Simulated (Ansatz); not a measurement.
Runs of Ansatz 0.2.0 on Bi. Symmetry: Im-3m, No. 229, cubic system. Conventional cell: a = 3.963 Å, b = 3.963 Å, c = 3.963 Å, α = 90.00°, β = 90.00°, γ = 90.00°. Bi (site symmetry m-3m) is surrounded by 8 Bi at 3.43 Å. This isn't the form of Bi at room conditions, which is rhombohedral.

| level | cutoff (eV) | gap on the mesh (eV) | pressure (GPa) |
| --- | --- | --- | --- |
| PBE0 | 420 | none | -0.8 |
| r2SCAN0 | 500 | none | (b) |
| LDA | 420 | none | -3.1 |
| r2SCAN | 500 | none | (a) |
| PBEsol | 420 | none | -1.8 |
| HSE06 | 420 | none | -1.3 |

Alike in all rows: task projected density of states; potentials or basis Ansatz PAW; no spin polarisation; cell as given; k mesh 5 × 5 × 5; smearing fermi-dirac 0.05 eV; the mesh is coarse, so values aren't converged.

Estimate the missing entries.

(a) -0.6; (b) -2.5.

Caveats: all runs use coarse meshes; spin-orbit coupling is left out, which moves the levels of the heavy elements; the PAW data sets come from PBE, with cores solved anew for the run's functional, which leaves a small shift of forces and pressure; the density of states is complete only up to the lowest level of the last band computed; the thresholds are loose for stress (some runs).

A k mesh can miss the band edges, and the runs leave out spin-orbit coupling on Bi.

A gap of «none» marks a metal or a gap under the smearing width.
